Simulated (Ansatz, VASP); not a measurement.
Two plane-wave programs on Mo

```
Mo
1.0
     2.25532    0.00000    0.00000
     0.00000    2.25532    0.00000
     0.00000    0.00000    2.25532
Mo
1
Direct
  0.00000 0.00000 0.00000
```

Change from the starting cell: volume scaled by 0.65, PAW files.

Alike in both runs: task single point; functional PBE; k mesh 16 × 16 × 16; occupations fermi-dirac, width 0.08 eV; no spin polarisation.

|  | VASP | Ansatz |
| --- | --- | --- |
| version | VASP 6.6.1 | Ansatz 0.2.0 |
| potentials or method | VASP PAW PBE potentials, release 64 (Mo_sv) | PAW with Ansatz's default frozen-core files, scalar-relativistic |
| plane-wave cutoff (eV) | 520 | 420 |
| valence electrons in the cell | 14 | 14 |

|  | VASP | Ansatz | Ansatz less VASP |
| --- | --- | --- | --- |
| pressure (GPa) | 198.6 | 194.3 | -4.31 |

Caveats: the cell as given lies far from equilibrium; so large a pressure means that the cell lies far from this level's equilibrium, or that cutoff or potentials fall short (VASP).
